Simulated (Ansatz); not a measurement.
# Si2Mo (P6_222) in Ansatz: a series of runs, part 2 of 2

Ansatz 0.2.0.

### Step 4. Relaxation of cell and atoms, PBEsol+U

File input.yaml:

```yaml
crystal:
  lattice:
    - [4.5854715599, 0.0, 0.0]
    - [-2.29273578, 3.9711348592, 0.0]
    - [0.0, 0.0, 6.5797601]
  atoms:
    - { symbol: Mo, position: [0.5, 0.5, 0.8333333333] }
    - { symbol: Mo, position: [0.0, 0.5, 0.1666666667] }
    - { symbol: Mo, position: [0.5, 0.0, 0.5] }
    - { symbol: Si, position: [0.16387298, 0.32774596, 0.5] }
    - { symbol: Si, position: [0.67225404, 0.83612702, 0.1666666667] }
    - { symbol: Si, position: [0.83612702, 0.16387298, 0.8333333333] }
    - { symbol: Si, position: [0.83612702, 0.67225404, 0.5] }
    - { symbol: Si, position: [0.32774596, 0.16387298, 0.1666666667] }
    - { symbol: Si, position: [0.16387298, 0.83612702, 0.8333333333] }
hamiltonian:
  xc: pbesol
  pseudopotentials: { kind: paw }
  hubbard: { sites: [{ species: Mo, l: d, u_eff: 4.0 }] }
kpoints:
  mp_grid: { grid: [7, 7, 4] }
scf:
  occupations: { method: fermi_dirac, width: 0.05 }
output:
  forces: true
  stress: true
  eigenvalues: true
relax:
  f_tol: 0.01
  max_steps: 40
  cell: { stress_tol: 0.05 }
```

Potentials or basis: Ansatz PAW.

On the command line:

```
ansatz run input.yaml --threads 4 --pin off --max-ram 11264MiB --backend cpu --events-out ev --progress --plain --runs-dir out
```

What it wrote:

```text
Warning: RAYON_NUM_THREADS=4 ignored (pool sized by the plan → 4); use --threads N
Mo: projections on atomic orbitals take those of the free atom [Ar 3d10] 4s2 4p6 4d5 5s1, of charge +0.00 (hamiltonian.pseudopotentials.projection_atoms); the dataset's partial waves leave at most 6.0e-6 of an orbital's norm unspanned inside its sphere
Si: projections on atomic orbitals take those of the free atom [Ne] 3s2 3p2, of charge +0.00 (hamiltonian.pseudopotentials.projection_atoms); the dataset's partial waves leave at most 6.1e-8 of an orbital's norm unspanned inside its sphere
Engine: ansatz 0.2.0, x86_64-unknown-linux-gnu
Pseudopotentials: kind: paw
Pseudopotential: Mo, paw, valence charge 14, recommended cutoff 420 eV (normal), Mo.paw.azcp
Pseudopotential: Si, paw, valence charge 4, recommended cutoff 420 eV (normal), Si.paw.azcp
Functional definition: PBEsol
  exchange = pbesol_x
[... 107 lines left out ...]
  k-point 23: bands = ["-43.9828", "-43.9706", "-43.9646", "-18.3466", "-18.3316", "-18.3255", "-18.2530", "-18.2335", "-18.2186", "-18.1311", "-18.1248", "-18.0814", "5.3301", "5.4193", "6.0429", "6.9764", "7.2468", "8.5491", "10.3017", "10.4998", "11.0408", "11.8789", "12.8517", "12.9184", "13.1656", "13.1739", "13.4130", "13.5242", "14.3867", "14.7465", "14.9406", "15.2915", "15.9804", "17.4802", "17.8184", "17.9804", "18.3863", "18.5254", "18.6894", "18.8805", "19.3014", "20.0128"]
Occupation matrices written to <dir>
--- Relaxed structure (3 steps of the walk, 3 accepted, 1 SCFs on fresh bases) ---
  F+E_penalty+E_count = -18412.11312649 eV   max|allowed force component| = 2.488e-3 eV/Å   (the final SCF, on the basis selected at the relaxed cell)
  cell:  # Å, volume = 118.4236 Å³
    - [4.568114240411545, 2.875834119038265e-11, 1.9406640594745014e-34]
    - [-2.284057120230678, 3.9561029795714746, -9.703320297478312e-35]
    - [3.6415140271257372e-34, 1.0710335373899228e-35, 6.55290072149945]
  atoms:
    - { symbol: Mo, position: [0.5, 0.4999999999999999, 0.8333333333333333] }
    - { symbol: Mo, position: [-1.3511593560365426e-35, 0.4999999999999999, 0.16666666666666663] }
    - { symbol: Mo, position: [0.49999999999999994, 4.550344783461212e-21, 0.49999999999999994] }
    - { symbol: Si, position: [0.1639976841770416, 0.32799536835408316, 0.49999999999999994] }
    - { symbol: Si, position: [0.6720046316459167, 0.8360023158229583, 0.16666666666666663] }
    - { symbol: Si, position: [0.8360023158229585, 0.1639976841770416, 0.8333333333333333] }
    - { symbol: Si, position: [0.8360023158229586, 0.6720046316459168, 0.49999999999999994] }
    - { symbol: Si, position: [0.32799536835408327, 0.16399768417704155, 0.16666666666666663] }
    - { symbol: Si, position: [0.16399768417704158, 0.8360023158229581, 0.8333333333333333] }
```

occupation_matrices:

```text
# The occupation matrices of the corrected shells as a run of Ansatz 0.0.0 ended. An entry of
# hamiltonian.hubbard.sites starts from them by `starting_ns: <path of this file>`, where that key's refused
# combinations let it.
# Free energy -18412.113126 eV.
# projection_atom_Mo: [Ar 3d10] 4s2 4p6 4d5 5s1
# projection_atom_Si: [Ne] 3s2 3p2
[... 38 lines left out ...]
  site2_d:
    matrix:
      - [0.6424709824227876, 7.16944536317421e-20, -7.139815819360468e-18, 0.06068028730320741, 7.640728053054711e-13]
      - [1.748434500746688e-20, 0.6193357342128429, 8.743497420534501e-13, -4.4440606594839163e-20, 7.70047003093949e-19]
      - [-6.938786666545447e-18, 8.743470767231093e-13, 0.4804463959856018, 4.936645473512385e-18, 1.4529616251549786e-20]
      - [0.06068028730320742, 7.510747503424591e-21, 5.162520926113532e-18, 0.570970521817532, -2.783246799542031e-13]
      - [7.640717933834435e-13, 8.784672203424994e-19, 1.4529616251549786e-20, -2.783160063368232e-13, 0.593074639318178]
```

Wall time 12 s (4 threads of AMD EPYC 7R43 (Zen 3), shared host); peak memory 0.57 GiB.

What came out:

```yaml
Free_energy: -18412.1131 eV
Relaxed_volume: 13.16 Å³/atom
Relaxed_cell: a = 4.568 Å, b = 4.568 Å, c = 6.553 Å, α = 90.00°, β = 90.00°, γ = 120.00°
Space_group_after_relaxing_to_0.05_Å: P6_222 (No. 180)
Energy_gained_by_relaxing: 1.3 meV/atom
Ionic_steps: 4
Pressure_after_relaxing: 0.0 GPa
Band_gap_on_the_k_mesh: 0.64 eV, indirect (least direct gap 0.99 eV)
```

Forces on the atoms (eV/Å):
```
Mo   0.000  0.000  0.000
Mo   0.000  0.000  0.000
Mo   0.000  0.000  0.000
Si   0.000 -0.002  0.000
Si   0.002  0.001  0.000
Si   0.002 -0.001  0.000
Si   0.000  0.002  0.000
Si  -0.002 -0.001  0.000
Si  -0.002  0.001  0.000
```

Step by step:
```
step  energy change (eV)  largest force (eV/Å)  volume (Å³)
   1              0.0000                0.0157       119.81
   2             -0.0109                0.0172       118.04
   3             -0.0117                0.0025       118.42
   4             -0.0114                0.0025       118.42
```

Final structure:
```
Mo Si
1.0
     4.56811    0.00000    0.00000
    -2.28406    3.95610    0.00000
     0.00000    0.00000    6.55290
Mo Si
3 6
Direct
  0.50000 0.50000 0.83333
  0.00000 0.50000 0.16667
  0.50000 0.00000 0.50000
  0.16400 0.32800 0.50000
  0.67200 0.83600 0.16667
  0.83600 0.16400 0.83333
  0.83600 0.67200 0.50000
  0.32800 0.16400 0.16667
  0.16400 0.83600 0.83333
```

Levels at points of the mesh, in eV from the valence-band top:
```tsv
k point	band 30	band 31	band 32	band 33	band 34	band 35	band 36	band 37
(0.00, 0.00, 0.00)	-2.69	-2.36	-1.77	-0.89	2.61	2.65	2.65	2.86
(0.00, 0.00, -0.50)	-1.91	-1.69	-0.69	-0.69	2.09	2.74	2.77	2.77
```

Eigenvalues of the final occupation matrices:
| site | spin | trace | eigenvalues |
| --- | --- | --- | --- |
| site 1 | 1 | 2.91 | 0.48 0.54 0.59 0.62 0.68 |
| site 2 | 1 | 2.91 | 0.48 0.54 0.59 0.62 0.68 |
| site 3 | 1 | 2.91 | 0.48 0.54 0.59 0.62 0.68 |

Caveat: odd divisions of the mesh miss points on the zone boundary, where band edges often lie, so the gap on the mesh can be too wide; the plane-wave basis is chosen anew once the cell has moved, so the energies of steps on either side of that aren't comparable; the PAW data sets come from PBE, with cores solved anew for the run's functional, which leaves a small shift of forces and pressure; the U is typed as a test and isn't derived for this compound. A k mesh can miss the band edges.

### Step 5. Summary

```tsv
U	gap on the mesh (eV)	pressure (GPa)	relaxed volume (Å³/atom)
Mo d U = 2 eV	0.42	0.0	13.19
Mo d U = 3 eV	0.52	0.0	13.17
Mo d U = 4 eV	0.64	0.0	13.16
```

Alike in all rows: task relaxation of cell and atoms; level PBEsol+U; potentials or basis Ansatz PAW; no spin polarisation; cell relaxed; k mesh 7 × 7 × 4; cutoff (eV) 420; smearing fermi-dirac 0.05 eV.

Caveats: odd divisions of the mesh miss points on the zone boundary, where band edges often lie, so the gap on the mesh can be too wide; the plane-wave basis is chosen anew once the cell has moved, so the energies of steps on either side of that aren't comparable; the PAW data sets come from PBE, with cores solved anew for the run's functional, which leaves a small shift of forces and pressure; the U is typed as a test and isn't derived for this compound.

Absolute energies hang on the potentials; compare differences alone.
